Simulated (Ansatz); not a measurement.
**ZnS: how the settings move a single-point run**

Question: which choices in the input matter for ZnS? The cell is built on a prototype (CsCl type) and needn't be the phase found in nature.

Computed with Ansatz 0.2.0 (reference: DFT, PBEsol, plane waves, PAW, unless a step's input says otherwise).

4 further runs of the same task are left out: 3 for a known fault of the program, 1 that didn't finish.

## 1. The starting structure

It takes space group Pm-3m (No. 221, cubic). The conventional cell has a = 3.179 Å, b = 3.179 Å, c = 3.179 Å, α = 90.00°, β = 90.00°, γ = 90.00°. Zn (site symmetry m-3m) is surrounded by 8 S at 2.75 Å. S (site symmetry m-3m) has 8 Zn at 2.75 Å as nearest neighbours.

Coordinates:

```
CELL_PARAMETERS angstrom
3.17923 0.00000 0.00000
0.00000 3.17923 0.00000
0.00000 0.00000 3.17923
ATOMIC_POSITIONS crystal
Zn 0.00000 0.00000 0.00000
S 0.50000 0.50000 0.50000
```

## 2. Baseline

input.yaml

```yaml
crystal:
  lattice:
    - [3.1792338589, 0.0, 0.0]
    - [0.0, 3.1792338589, 0.0]
    - [0.0, 0.0, 3.1792338589]
  atoms:
    - { symbol: Zn, position: [0.0, 0.0, 0.0] }
    - { symbol: S, position: [0.5, 0.5, 0.5] }
kpoints:
  mp_grid: { grid: [6, 6, 6] }
hamiltonian:
  xc: pbesol
scf:
  occupations: { method: fermi_dirac, width: 0.02 }
  n_extra_bands: 4
output:
  forces: true
  stress: true
  eigenvalues: true
```

Command:

```console
$ ansatz run input.yaml --threads 4 --pin off --max-ram 3686MiB --backend cpu --events-out ev --progress --plain --runs-dir out
```

Standard output, shortened:

```text
Warning: RAYON_NUM_THREADS=4 ignored (pool sized by the plan → 4); use --threads N
scf.n_extra_bands = 4 over 9 filled bands (N_el = 18.0): the run solves 13 bands
[...]
Pseudopotentials: kind: paw
Pseudopotential: Zn, paw, valence charge 12, recommended cutoff 420 eV (normal), Zn.paw.azcp
Pseudopotential: S, paw, valence charge 6, recommended cutoff 420 eV (normal), S.paw.azcp
Functional definition: PBEsol
[...]
Crystal: 2 atoms, lattice volume = 32.134 Å³
Basis set: ecut = 420 eV, 619 PW (Γ), exchange–correlation on 48×48×48 points (8 copies of the dense FFT grid, shifted against one another)
Bands: 13, of which v1, the nominal top of the filled ones, is band 9 counted from 1 (8 counted from 0)
Symmetry: 48 space group operations
Space group: Pm-3m (ITA 221), of the structure as read, at distance tolerance 3.2e-5 Å
k-points: 20 of 216
[...]
SCF iter   1: F=—  HF=-4165.605532 eV  |F-HF|=—  |Δ(HF+E_count)|=         —  Δρ=9.60e-3  dr2=4.76e-2  ethr=1.77e-3  ⟨swp⟩=5.9  Hψ=1479  notcnv=0
[...]
SCF iter   8: F=-4165.591756 eV  HF=-4165.591756 eV  |F-HF|=5.43e-8  |Δ(HF+E_count)|=   4.43e-8  Δρ=1.03e-5  dr2=6.53e-8  ethr=5.56e-10  ⟨swp⟩=3.6  Hψ=741  notcnv=0
[...]
SCF converged after 8 iterations
Free energy (F): -4165.591756 eV
[...]
E sigma→0 (E₀):  -4165.589287 eV
Entropy (-TS):   -0.004939 eV (-2.469 meV/atom)
Fermi energy:    9.274284 eV
[...]
--- Forces (eV/Å), atoms counted from 1 ---
  atom   1  Zn    -0.00000000    -0.00000000     0.00000000
  atom   2  S      0.00000000    -0.00000000    -0.00000000
[...]
--- Stress (GPa, compression-positive) ---
       -3.930133       0.000000       0.000000
        0.000000      -3.930133       0.000000
        0.000000       0.000000      -3.930133
  P = ⅓ Tr σ = -3.9301 GPa (-39.301 kbar)
--- Band table (eV; the first three rows and the last of 20) ---
  k-point 0: bands = ["-5.3662", "2.1551", "2.1551", "2.5656", "2.5656", "2.5656", "7.8670", "7.8670", "7.8670", "8.6579", "15.2006", "15.2006", "21.4135"]
[...]
```

Run time: 0.73 s. Hardware: 4 threads of Arm Neoverse N1, shared host; peak memory 0.28 GiB.

## 3. Changing settings: occupations.method cold, occupations.width 0.001

Edit input.yaml of step 2 so:

```diff
@@ -13,3 +13,3 @@
 scf:
-  occupations: { method: fermi_dirac, width: 0.02 }
+  occupations: { method: cold, width: 0.001 }
   n_extra_bands: 4
```

Command:

```console
$ ansatz run input.yaml --threads 4 --pin off --max-ram 3686MiB --backend cpu --events-out ev --progress --plain --runs-dir out
```

Standard output, shortened:

```text
Warning: RAYON_NUM_THREADS=4 ignored (pool sized by the plan → 4); use --threads N
scf.n_extra_bands = 4 over 9 filled bands (N_el = 18.0): the run solves 13 bands
[...]
[... 4 set-up lines as earlier in the session ...]
[...]
Crystal: 2 atoms, lattice volume = 32.134 Å³
Basis set: ecut = 420 eV, 619 PW (Γ), exchange–correlation on 48×48×48 points (8 copies of the dense FFT grid, shifted against one another)
Bands: 13, of which v1, the nominal top of the filled ones, is band 9 counted from 1 (8 counted from 0)
[... 2 set-up lines as earlier in the session ...]
k-points: 20 of 216
[...]
SCF converged after 31 iterations
Stability not checked: this state was not tested for a lower state beside it, because cold or Methfessel-Paxton smearing, or corrected tetrahedra, fill the levels in a way that the test cannot read (fill_not_monotonic; see scf.lower_state_search)
Free energy (F): -4165.587649 eV
[...]
E sigma→0 (E₀):  -4165.587636 eV
Entropy (-TS):   -0.000039 eV (-0.019 meV/atom)
Fermi energy:    9.274026 eV
[...]
--- Forces (eV/Å), atoms counted from 1 ---
  atom   1  Zn    -0.00000000    -0.00000000    -0.00000000
  atom   2  S      0.00000000     0.00000000    -0.00000000
[...]
--- Stress (GPa, compression-positive) ---
       -3.908939       0.000000       0.000000
        0.000000      -3.908939       0.000000
       -0.000000       0.000000      -3.908939
  P = ⅓ Tr σ = -3.9089 GPa (-39.089 kbar)
--- Band table (eV; the first three rows and the last of 20) ---
  k-point 0: bands = ["-5.3654", "2.1561", "2.1561", "2.5667", "2.5667", "2.5667", "7.8679", "7.8679", "7.8679", "8.6582", "15.2010", "15.2010", "21.4138"]
[...]
```

It took 1.2 s on 4 threads of Arm Neoverse N1, shared host; peak memory 0.28 GiB.

Changing the smearing moves the energy by +0.8 meV/atom (σ→0 values). Cost: 31 SCF cycles against 8.

## 4. Changed: occupations.method methfessel_paxton, occupations.width 0.001

Edit input.yaml of step 2 so:

```diff
@@ -13,3 +13,3 @@
 scf:
-  occupations: { method: fermi_dirac, width: 0.02 }
+  occupations: { method: methfessel_paxton, width: 0.001 }
   n_extra_bands: 4
```

Command:

```console
$ ansatz run input.yaml --threads 4 --pin off --max-ram 3686MiB --backend cpu --events-out ev --progress --plain --runs-dir out
```

Standard output, shortened:

```text
Warning: RAYON_NUM_THREADS=4 ignored (pool sized by the plan → 4); use --threads N
scf.n_extra_bands = 4 over 9 filled bands (N_el = 18.0): the run solves 13 bands
[...]
[... 4 set-up lines as earlier in the session ...]
[...]
Crystal: 2 atoms, lattice volume = 32.134 Å³
Basis set: ecut = 420 eV, 619 PW (Γ), exchange–correlation on 48×48×48 points (8 copies of the dense FFT grid, shifted against one another)
Bands: 13, of which v1, the nominal top of the filled ones, is band 9 counted from 1 (8 counted from 0)
[... 2 set-up lines as earlier in the session ...]
k-points: 20 of 216
[...]
SCF converged after 23 iterations
Stability not checked: this state was not tested for a lower state beside it, because cold or Methfessel-Paxton smearing, or corrected tetrahedra, fill the levels in a way that the test cannot read (fill_not_monotonic; see scf.lower_state_search)
Free energy (F): -4165.587645 eV
[...]
E sigma→0 (E₀):  -4165.587636 eV
Entropy (-TS):   -0.000035 eV (-0.018 meV/atom)
Fermi energy:    9.273916 eV
[...]
--- Forces (eV/Å), atoms counted from 1 ---
  atom   1  Zn    -0.00000000     0.00000000     0.00000000
  atom   2  S      0.00000000     0.00000000     0.00000000
[...]
--- Stress (GPa, compression-positive) ---
       -3.908367       0.000000       0.000000
        0.000000      -3.908367       0.000000
        0.000000       0.000000      -3.908367
  P = ⅓ Tr σ = -3.9084 GPa (-39.084 kbar)
--- Band table (eV; the first three rows and the last of 20) ---
  k-point 0: bands = ["-5.3654", "2.1561", "2.1561", "2.5668", "2.5668", "2.5668", "7.8679", "7.8679", "7.8679", "8.6582", "15.2010", "15.2010", "21.4138"]
[...]
```

Run time: 0.99 s. Hardware: 4 threads of Arm Neoverse N1, shared host; peak memory 0.28 GiB.

Changing the smearing moves the energy by +0.8 meV/atom (σ→0 values). Cost: 23 SCF cycles against 8.

## 5. Variant: occupations.width 0.2

Edit input.yaml of step 2 so:

```diff
@@ -13,3 +13,3 @@
 scf:
-  occupations: { method: fermi_dirac, width: 0.02 }
+  occupations: { method: fermi_dirac, width: 0.2 }
   n_extra_bands: 4
```

Command:

```console
$ ansatz run input.yaml --threads 4 --pin off --max-ram 3686MiB --backend cpu --events-out ev --progress --plain --runs-dir out
```

Standard output, shortened:

```text
Warning: RAYON_NUM_THREADS=4 ignored (pool sized by the plan → 4); use --threads N
scf.n_extra_bands = 4 over 9 filled bands (N_el = 18.0): the run solves 13 bands
[...]
[... 4 set-up lines as earlier in the session ...]
[...]
Crystal: 2 atoms, lattice volume = 32.134 Å³
Basis set: ecut = 420 eV, 619 PW (Γ), exchange–correlation on 48×48×48 points (8 copies of the dense FFT grid, shifted against one another)
Bands: 13, of which v1, the nominal top of the filled ones, is band 9 counted from 1 (8 counted from 0)
[... 2 set-up lines as earlier in the session ...]
k-points: 20 of 216
[...]
SCF iter   1: F=—  HF=-4165.685140 eV  |F-HF|=—  |Δ(HF+E_count)|=         —  Δρ=7.42e-3  dr2=2.59e-2  ethr=1.77e-3  ⟨swp⟩=5.4  Hψ=1414  notcnv=0
[...]
SCF iter   7: F=-4165.678354 eV  HF=-4165.678354 eV  |F-HF|=9.20e-10  |Δ(HF+E_count)|=   2.82e-8  Δρ=1.70e-6  dr2=1.46e-9  ethr=5.56e-10  ⟨swp⟩=4.9  Hψ=1138  notcnv=0
[...]
SCF converged after 7 iterations
Free energy (F): -4165.678354 eV
[...]
E sigma→0 (E₀):  -4165.606574 eV
Entropy (-TS):   -0.143560 eV (-71.780 meV/atom)
Fermi energy:    9.265272 eV
[...]
--- Forces (eV/Å), atoms counted from 1 ---
  atom   1  Zn    -0.00000000    -0.00000000    -0.00000000
  atom   2  S      0.00000000     0.00000000     0.00000000
[...]
--- Stress (GPa, compression-positive) ---
       -3.394401       0.000000       0.000000
        0.000000      -3.394401       0.000000
        0.000000       0.000000      -3.394401
  P = ⅓ Tr σ = -3.3944 GPa (-33.944 kbar)
--- Band table (eV; the first three rows and the last of 20) ---
  k-point 0: bands = ["-5.3414", "2.1248", "2.1248", "2.5345", "2.5345", "2.5345", "7.8932", "7.8932", "7.8932", "8.6603", "15.2086", "15.2086", "21.4130"]
[...]
```

Run time: 0.73 s. Hardware: 4 threads of Arm Neoverse N1, shared host; peak memory 0.28 GiB.

Changing the smearing moves the energy by -8.6 meV/atom (σ→0 values), and the pressure goes from -3.9 to -3.4 GPa. Cost: 7 SCF cycles against 8.

## 6. A further run, with the input changed

Edit input.yaml of step 2 so:

```diff
@@ -14,3 +14,3 @@
   occupations: { method: fermi_dirac, width: 0.02 }
-  n_extra_bands: 4
+  n_extra_bands: 0
 output:
```

Command:

```console
$ ansatz run input.yaml --threads 4 --pin off --max-ram 3686MiB --backend cpu --events-out ev --progress --plain --runs-dir out
```

Standard output:

```text
Error: inconsistent input (scf.n_extra_bands, scf.occupations.method): n_bands = 9 leaves no empty band above the 9 bands per channel that the deck's 18 electrons occupy, and the occupations search for the Fermi level (a smearing at a finite width, or tetrahedra): a level found among occupied bands alone can fill a metal as an insulator; raise scf.n_extra_bands until at least 10 bands are solved (omitted, it auto-derives to 13) (see scf.n_extra_bands in the input reference)
```

It took 0.15 s on 4 threads of Arm Neoverse N1, shared host; peak memory 0.082 GiB.

## 7. Why it ended so

The run ended at the input check. Its message: «inconsistent input (scf.n_extra_bands, scf.occupations.method): n_bands = 9 leaves no empty band above the 9 bands per channel that the deck's 18 electrons occupy ...»

In the input, scf.n_extra_bands is 0. The band count leaves no room above the highest filled state.

Fix: set scf.n_extra_bands to 4.

## 8. Changed: dispersion d3bj

Edit input.yaml of step 2 so:

```diff
@@ -12,2 +12,3 @@
   xc: pbesol
+  dispersion: d3bj
 scf:
```

Command:

```console
$ ansatz run input.yaml --threads 4 --pin off --max-ram 3686MiB --backend cpu --events-out ev --progress --plain --runs-dir out
```

Standard output, shortened:

```text
Warning: RAYON_NUM_THREADS=4 ignored (pool sized by the plan → 4); use --threads N
scf.n_extra_bands = 4 over 9 filled bands (N_el = 18.0): the run solves 13 bands
[...]
[... 4 set-up lines as earlier in the session ...]
[...]
Crystal: 2 atoms, lattice volume = 32.134 Å³
Basis set: ecut = 420 eV, 619 PW (Γ), exchange–correlation on 48×48×48 points (8 copies of the dense FFT grid, shifted against one another)
Bands: 13, of which v1, the nominal top of the filled ones, is band 9 counted from 1 (8 counted from 0)
[... 2 set-up lines as earlier in the session ...]
k-points: 20 of 216
[...]
SCF iter   1: F=—  HF=-4166.239396 eV  |F-HF|=—  |Δ(HF+E_count)|=         —  Δρ=9.60e-3  dr2=4.76e-2  ethr=1.77e-3  ⟨swp⟩=5.9  Hψ=1479  notcnv=0
[...]
SCF iter   8: F=-4166.225620 eV  HF=-4166.225620 eV  |F-HF|=5.43e-8  |Δ(HF+E_count)|=   4.43e-8  Δρ=1.03e-5  dr2=6.53e-8  ethr=5.56e-10  ⟨swp⟩=3.6  Hψ=741  notcnv=0
[...]
SCF converged after 8 iterations
Free energy (F): -4166.225620 eV
[...]
E sigma→0 (E₀):  -4166.223150 eV
Entropy (-TS):   -0.004939 eV (-2.469 meV/atom)
Fermi energy:    9.274284 eV
[...]
--- Forces (eV/Å), atoms counted from 1 ---
  atom   1  Zn    -0.00000000     0.00000000    -0.00000000
  atom   2  S      0.00000000     0.00000000     0.00000000
[...]
--- Stress (GPa, compression-positive) ---
       -7.229536       0.000000       0.000000
        0.000000      -7.229536       0.000000
        0.000000       0.000000      -7.229536
  P = ⅓ Tr σ = -7.2295 GPa (-72.295 kbar)
--- Band table (eV; the first three rows and the last of 20) ---
  k-point 0: bands = ["-5.3662", "2.1551", "2.1551", "2.5656", "2.5656", "2.5656", "7.8670", "7.8670", "7.8670", "8.6579", "15.2006", "15.2006", "21.4135"]
[...]
```

It took 0.71 s on 4 threads of Arm Neoverse N1, shared host; peak memory 0.28 GiB.

The energy moves by -316.9 meV/atom, nearly all of it the dispersion term itself (-316.9 meV/atom); that offset belongs to the model and is no gain or loss of stability; the pressure goes from -3.9 to -7.2 GPa.

## 9. Changed: occupations.width 0.05

Edit input.yaml of step 2 so:

```diff
@@ -13,3 +13,3 @@
 scf:
-  occupations: { method: fermi_dirac, width: 0.02 }
+  occupations: { method: fermi_dirac, width: 0.05 }
   n_extra_bands: 4
```

Command:

```console
$ ansatz run input.yaml --threads 4 --pin off --max-ram 3686MiB --backend cpu --events-out ev --progress --plain --runs-dir out
```

Standard output, shortened:

```text
Warning: RAYON_NUM_THREADS=4 ignored (pool sized by the plan → 4); use --threads N
scf.n_extra_bands = 4 over 9 filled bands (N_el = 18.0): the run solves 13 bands
[...]
[... 4 set-up lines as earlier in the session ...]
[...]
Crystal: 2 atoms, lattice volume = 32.134 Å³
Basis set: ecut = 420 eV, 619 PW (Γ), exchange–correlation on 48×48×48 points (8 copies of the dense FFT grid, shifted against one another)
Bands: 13, of which v1, the nominal top of the filled ones, is band 9 counted from 1 (8 counted from 0)
[... 2 set-up lines as earlier in the session ...]
k-points: 20 of 216
[...]
SCF iter   1: F=—  HF=-4165.610698 eV  |F-HF|=—  |Δ(HF+E_count)|=         —  Δρ=9.20e-3  dr2=4.34e-2  ethr=1.77e-3  ⟨swp⟩=5.5  Hψ=1440  notcnv=0
[...]
SCF iter   6: F=-4165.600083 eV  HF=-4165.600083 eV  |F-HF|=7.09e-9  |Δ(HF+E_count)|=   5.75e-6  Δρ=1.02e-5  dr2=2.29e-8  ethr=5.56e-10  ⟨swp⟩=4.0  Hψ=1144  notcnv=0
[...]
SCF converged after 6 iterations
Free energy (F): -4165.600083 eV
[...]
E sigma→0 (E₀):  -4165.592454 eV
Entropy (-TS):   -0.015258 eV (-7.629 meV/atom)
Fermi energy:    9.261773 eV
[...]
--- Forces (eV/Å), atoms counted from 1 ---
  atom   1  Zn    -0.00000000     0.00000000     0.00000000
  atom   2  S      0.00000000    -0.00000000     0.00000000
[...]
--- Stress (GPa, compression-positive) ---
       -3.828822       0.000000      -0.000000
        0.000000      -3.828822       0.000000
        0.000000       0.000000      -3.828822
  P = ⅓ Tr σ = -3.8288 GPa (-38.288 kbar)
--- Band table (eV; the first three rows and the last of 20) ---
  k-point 0: bands = ["-5.3550", "2.1406", "2.1406", "2.5507", "2.5507", "2.5507", "7.8789", "7.8789", "7.8789", "8.6586", "15.2043", "15.2043", "21.4129"]
[...]
```

Run time: 0.69 s. Hardware: 4 threads of Arm Neoverse N1, shared host; peak memory 0.28 GiB.

Changing the smearing moves the energy by -1.6 meV/atom (σ→0 values). Cost: 6 SCF cycles against 8.

## 10. All runs together

| run | ending | energy change | pressure (GPa) | gap (eV) | force (eV/Å) | cycles | time |
| --- | --- | --- | --- | --- | --- | --- | --- |
| reference | converged | 0 | -3.9 | 0.00 | 0.00 | 8 | 0.73 s |
| 1: occupations.method cold, occupations.width 0.001 | converged | +0.8 meV/atom (σ→0) | -3.9 | 0.00 | 0.00 | 31 | 1.2 s |
| 2: occupations.method methfessel_paxton, occupations.width 0.001 | converged | +0.8 meV/atom (σ→0) | -3.9 | 0.00 | 0.00 | 23 | 0.99 s |
| 3: occupations.width 0.2 | converged | -8.6 meV/atom (σ→0) | -3.4 | 0.00 | 0.00 | 7 | 0.73 s |
| 4: n_extra_bands 0 | refused | - | - | - | - | - | 0.15 s |
| 5: dispersion d3bj | converged | -316.9 meV/atom (offset of the dispersion model) | -7.2 | 0.00 | 0.00 | 8 | 0.71 s |
| 6: occupations.width 0.05 | converged | -1.6 meV/atom (σ→0) | -3.8 | 0.00 | 0.00 | 6 | 0.69 s |

Residual by cycle in the longest SCF loop of each run; runs are numbered as in the table. The quantity is the density residual dr2, in eV.

```
cycle  reference    run 1    run 2   run 3   run 5   run 6
    1     0.0476   0.0476   0.0476  0.0259  0.0476  0.0434
    4     9.6e-5  0.00376  0.00433  2.8e-5  9.6e-5  3.0e-5
    6     3.5e-6  0.00172  0.00181  2.0e-7  3.5e-6  2.3e-8
    9          -   2.2e-4   2.9e-4       -       -       -
   12          -  0.00381   0.0041       -       -       -
   15          -   3.0e-4   1.3e-4       -       -       -
   17          -   3.6e-4  0.00213       -       -       -
   20          -   3.3e-4   2.1e-4       -       -       -
   23          -   3.1e-4   1.1e-8       -       -       -
   26          -   6.8e-6        -       -       -       -
   28          -   1.2e-7        -       -       -       -
   31          -   5.0e-9        -       -       -       -
```

What this shows: Of the converged runs whose energies compare with the reference's, «occupations.width 0.2» moves the energy most (-8.6 meV/atom). The pressure spans -7.2 to -3.4 GPa over the reference and the converged variants. Semilocal functionals close small gaps, so the missing gap need not be the real solid's. 1 of the 6 altered inputs did not end normally.
